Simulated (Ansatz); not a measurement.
# PbO2 (Fm-3m) in Ansatz: density of states with BLYP

Aim: the density of states of PbO2 with BLYP.

Program: Ansatz 0.2.0. These are calculated values, not measurements. Logs are shortened: lines on timing, memory, paths and dates and some standing lists are left out, and cuts for length are marked.

**1. The undisturbed crystal**

Symmetry: Fm-3m, No. 225, cubic system. The conventional cell has a = 5.404 Å, b = 5.404 Å, c = 5.404 Å, α = 90.00°, β = 90.00°, γ = 90.00°. Pb (site symmetry m-3m) has 8 O at 2.34 Å as nearest neighbours. O (site symmetry -43m) has 4 Pb at 2.34 Å as nearest neighbours.

The cell comes from a database or a generator and needn't be the stable form of this composition.

**2. Density of states, BLYP (volume scaled by 1.25)**

The input, input.yaml:

```yaml
crystal:
  lattice: { a: 5.8212653, b: 5.8212653, c: 5.8212653, alpha: 90.0, beta: 90.0, gamma: 90.0 }
  space_group: 225
  reduce_to_primitive: true
  atoms:
    - { symbol: Pb, wyckoff: "4a", position: [0.0, 0.0, 0.0] }
    - { symbol: O, wyckoff: "8c", position: [0.25, 0.25, 0.75] }
hamiltonian:
  xc: blyp
  pseudopotentials: { kind: paw, accuracy: stringent }
kpoints:
  mp_grid: { grid: [9, 9, 9] }
scf:
  occupations: { method: tetrahedron }
  n_extra_bands: 7
output:
  forces: true
  stress: true
  dos: { projected: false, de: 0.05, nscf_kmesh: { grid: [14, 14, 14] } }
  write_density: true
  write_potential: true
  elf: true
  volumetric_format: npy
```

Potentials or basis: SSSP precision PAW.

Command:

```sh
> ansatz run input.yaml --threads 2 --pin off --max-ram 5120MiB --backend cpu --events-out ev --progress --plain --runs-dir out
```

Standard output:

```text
Warning: output.forces, output.stress, relax.cell or npt_langevin: where a Kohn–Sham band that disperses or a degenerate level is filled in part under the method tetrahedron, the forces or the stress that this run publishes need not agree with its energy (scf.occupations.method in the input reference, under Limitations); prefer a smearing scheme for the forces or the stress
Warning: The stringent table, which hamiltonian.pseudopotentials names, holds the potential of the library's standard table for Pb, O (one content_sha256, or a second file that the publisher made of the same generator input, which states another). The run takes no other species from the library, so that hamiltonian.pseudopotentials.accuracy: standard would change no potential of it. For Pb, O the stringent table recommends other cutoffs, which a deck that states both cutoffs itself does not take, and that is all that sets it apart from standard there. The deck needs no change, but a comparison with a run at hamiltonian.pseudopotentials.accuracy: standard does not test the potential of Pb, O. With hamiltonian.pseudopotentials.accuracy and source left out a run reads another potential of Pb, O, from this project's own files. To test it, run on another potential, such as that of hamiltonian.pseudopotentials: {kind: paw}
Warning: RAYON_NUM_THREADS=2 ignored (pool sized by the plan → 2); use --threads N
crystal.space_group: 225 is read as Fm-3m: the typed cell holds Pb4O8 (Pb 4a, O 8c). Least distances (Å): Pb–Pb 4.116, Pb–O 2.521, O–O 2.911
crystal.space_group generates its sites in this order, which a site index counts, at these fractional coordinates of the primitive cell where crystal.reduce_to_primitive is true, and else of the cell that is read (crystal.supercell repeats the list replica by replica, and crystal.defects acts on that): 0: Pb [0.000000, 0.000000, 0.000000]; 1: O [0.750000, 0.750000, 0.750000]; 2: O [0.250000, 0.250000, 0.250000];
scf.n_extra_bands = 7 over 13 filled bands (N_el = 26.0): the run solves 20 bands
Engine: ansatz 0.2.0, x86_64-unknown-linux-gnu
Pseudopotentials: kind: paw
Pseudopotential: Pb, paw, valence charge 14, recommended cutoff 612.256191 eV (normal), Pb.paw.azcp
Pseudopotential: O, paw, valence charge 6, recommended cutoff 1020.426984 eV (normal), O.paw.azcp
Functional definition: BLYP
  parameter beta = 0.0042
  parameter a = 0.04918
  parameter b = 0.132
  parameter c = 0.2533
  parameter d = 0.349
  exchange = b88_x(beta = beta)
  correlation = lyp_c(a = a, b = b, c = c, d = d)
Crystal: 3 atoms, lattice volume = 49.316 Å³
Basis set: ecut = 1020.426984 eV, 3695 PW (Γ), exchange–correlation on 144×144×144 points (8 copies of the dense FFT grid, shifted against one another)
Bands: 20, of which v1, the nominal top of the filled ones, is band 13 counted from 1 (12 counted from 0)
Symmetry: 48 space group operations
Space group: Fm-3m (ITA 225), of the structure as read, at distance tolerance 3.7e-5 Å
k-points: 35 of 729
Non-local potential: Pb, projectors of the file, l = 0: 2, l = 1: 2, l = 2: 2
Non-local potential: O, projectors of the file, l = 0: 2, l = 1: 2
PAW form: compensated (Kresse and Joubert's): semilocal exchange-correlation on the pseudo side sees the compensation charge
PAW frozen core: O, regenerated for the run's functional, and the local potential with it (the file was generated under x = pbe(κ = 0.804, μ = 0.2195149727645171), c = pbe(β = 0.06672455060314922))
PAW one-centre angular grid: Pb, 590 points (default); XC on 113 of its mesh's 1007 points in the sphere
PAW one-centre angular grid: O, 110 points (default); XC on 64 Gauss nodes
Initial density: superposition of atomic densities (chi_scale 0.1, normalization cell, long waves kept (reshape's long-wave potential 0.00 eV rms))
Initial wavefunctions: pseudopotential atomic-orbital guess
Functional: x = b88, c = lyp
SCF iter   1: F=—  HF=-13007.685513 eV  |F-HF|=—  |Δ(HF+E_count)|=         —  Δρ=4.96e-2  dr2=1.31e0  ethr=3.10e-3  ⟨swp⟩=8.2  Hψ=4391  notcnv=0
preconditioner: auto → Kerker (q_TF=auto, 2.452 Å⁻¹)  [metal: no gap  n_scr=14 (ndim 8)  ℏωp=27.0 eV  f_vac=0.029]
SCF iter   2: F=—  HF=-13007.376033 eV  |F-HF|=—  |Δ(HF+E_count)|=   3.09e-1  Δρ=2.62e-2  dr2=2.25e-1  ethr=3.10e-3  ⟨swp⟩=2.3  Hψ=1294  notcnv=0  defer=80
SCF iter   3: F=—  HF=-13007.341168 eV  |F-HF|=—  |Δ(HF+E_count)|=   3.49e-2  Δρ=1.15e-2  dr2=7.39e-2  ethr=8.66e-4  ⟨swp⟩=2.0  Hψ=964  notcnv=0  defer=81
SCF iter   4: F=—  HF=-13007.345033 eV  |F-HF|=—  |Δ(HF+E_count)|=   3.86e-3  Δρ=1.12e-2  dr2=2.61e-2  ethr=2.84e-4  ⟨swp⟩=2.1  Hψ=1190  notcnv=0  defer=81
SCF iter   5: F=—  HF=-13007.346963 eV  |F-HF|=—  |Δ(HF+E_count)|=   1.93e-3  Δρ=7.89e-3  dr2=1.36e-2  ethr=1.01e-4  ⟨swp⟩=3.6  Hψ=1230  notcnv=0  defer=81
SCF iter   6: F=—  HF=-13007.347977 eV  |F-HF|=—  |Δ(HF+E_count)|=   1.01e-3  Δρ=7.42e-3  dr2=9.57e-3  ethr=5.24e-5  ⟨swp⟩=2.0  Hψ=715  notcnv=0  defer=81
SCF iter   7: F=—  HF=-13007.347498 eV  |F-HF|=—  |Δ(HF+E_count)|=   4.79e-4  Δρ=2.63e-3  dr2=1.28e-3  ethr=3.68e-5  ⟨swp⟩=2.3  Hψ=854  notcnv=0  defer=81
SCF iter   8: F=—  HF=-13007.347421 eV  |F-HF|=—  |Δ(HF+E_count)|=   7.65e-5  Δρ=2.79e-4  dr2=2.28e-5  ethr=4.93e-6  ⟨swp⟩=2.9  Hψ=1162  notcnv=0  defer=81
SCF iter   9: F=—  HF=-13007.347479 eV  |F-HF|=—  |Δ(HF+E_count)|=   5.75e-5  Δρ=1.22e-4  dr2=2.22e-6  ethr=8.75e-8  ⟨swp⟩=3.1  Hψ=1523  notcnv=0  defer=81
SCF iter  10: F=-13007.347478 eV  HF=-13007.347478 eV  |F-HF|=9.51e-9  |Δ(HF+E_count)|=   1.12e-6  Δρ=2.00e-5  dr2=6.33e-8  ethr=3.85e-10  ⟨swp⟩=13.6  Hψ=6462  notcnv=0
SCF 1 converged in 10 iterations: F = -13007.347478 eV  dr2 = 6.33e-8
NSCF: frozen V_eff on 104 k-points
SCF converged after 10 iterations
Stability not checked: this state was not tested for a lower state beside it, because cold or Methfessel-Paxton smearing, or corrected tetrahedra, fill the levels in a way that the test cannot read (fill_not_monotonic; see scf.lower_state_search)
Free energy (F): -13007.347478 eV
Harris-Foulkes:  -13007.347478 eV  (|F-HF|=9.51e-9)
Internal energy: -13007.347478 eV  (E = F + TS)
E sigma→0 (E₀):  -13007.347478 eV
Fermi energy:    6.715426 eV
--- Per-component energies (eV) ---
  E_band       = -69.128801
  E_kinetic    = 886.500459
  E_local      = -1841.510761  (includes V_loc(G=0)·N_el)
  E_nonlocal   = 303.508050
  E_hartree    = 597.613100
  E_xc         = -795.842588
  E_vxc        = -555.722224  (∫ρ·V_xc dr)
  E_paw        = -10207.593106  (= ΣΔE_a)
  E_vpaw       = -57.134501  (= ΣTr[D̂ρ^β])
  E_aug_tail   = 0.000044  (compensation charges beyond the density's cutoff)
  E_ewald      = -1950.028185
  E_core_change = 0.005509  (= ΣΔE_core)
  E_smearing   = -0.000000  (= −TS)
  E_closure    = -0.000000  (closes the sum)
  Σ components = -13007.347478   (vs F -13007.347478, Δ=0.00e0)
--- Forces (eV/Å), atoms counted from 1 ---
  atom   1  Pb     0.00000000     0.00000000     0.00000000
  atom   2  O     -0.00000000     0.00000000    -0.00000000
  atom   3  O      0.00000000    -0.00000000    -0.00000000
  max |Σ_I F_I| component: 1.11e-16 eV/Å
--- Stress (GPa, compression-positive) ---
      -12.226854      -0.000000       0.000000
       -0.000000     -12.226854      -0.000000
        0.000000      -0.000000     -12.226854
  P = ⅓ Tr σ = -12.2269 GPa (-122.269 kbar)
--- Band table (eV; the first three rows and the last of 35) ---
  k-point 0: bands = ["-10.1521", "-8.7090", "-8.7090", "-8.7090", "-8.6353", "-8.6353", "-8.4933", "2.6251", "5.2631", "5.2631", "5.2631", "5.9691", "5.9691", "5.9691", "13.1048", "13.1048", "13.1048", "17.5955", "21.4644", "21.4644"]
  k-point 1: bands = ["-10.0904", "-8.9864", "-8.7031", "-8.7031", "-8.6353", "-8.6353", "-8.2193", "2.2843", "5.0727", "5.2094", "5.2094", "5.9420", "5.9420", "6.4262", "12.8867", "13.2735", "13.2735", "18.2990", "21.3033", "21.3033"]
  k-point 2: bands = ["-9.9508", "-9.2559", "-8.6917", "-8.6917", "-8.6318", "-8.6318", "-7.9429", "1.5834", "4.8199", "5.0798", "5.0798", "5.8719", "5.8719", "7.1725", "12.6672", "13.7139", "13.7139", "19.6191", "21.0202", "21.0202"]
  k-point 34: bands = ["-9.7380", "-9.6672", "-8.6592", "-8.6239", "-8.6114", "-8.0536", "-7.8333", "-0.2523", "3.3767", "4.6706", "5.1311", "6.5747", "6.7349", "7.8790", "13.3723", "14.0440", "15.3032", "16.5537", "21.6503", "23.3173"]
```

Run time: 8.8 s. Hardware: 2 threads of AMD EPYC 7R43 (Zen 3), shared host; peak memory 0.79 GiB.

Results:

| Quantity | Value |
| --- | --- |
| Free energy | -13007.3475 eV |
| Pressure | -12.2 GPa |
| Band gap on the k mesh | none (metal or under the smearing width) |
| Density of states at the Fermi level | 2.27 states/eV per cell |

States per cell in windows of 1 eV (zero at the Fermi level; states under -8 eV left out):
```csv
from (eV),total
-8.0,0.01
-7.0,1.51
-6.0,0.40
-5.0,0.09
-4.0,0.50
-3.0,2.76
-2.0,2.26
-1.0,4.33
0.0,0.85
1.0,1.31
2.0,0.00
3.0,0.00
4.0,0.00
5.0,0.85
6.0,1.31
7.0,2.21
```

Caveat: with tetrahedron occupations forces and stress needn't match the slope of the energy. Spin-orbit coupling is left out, which matters for the levels of Pb.
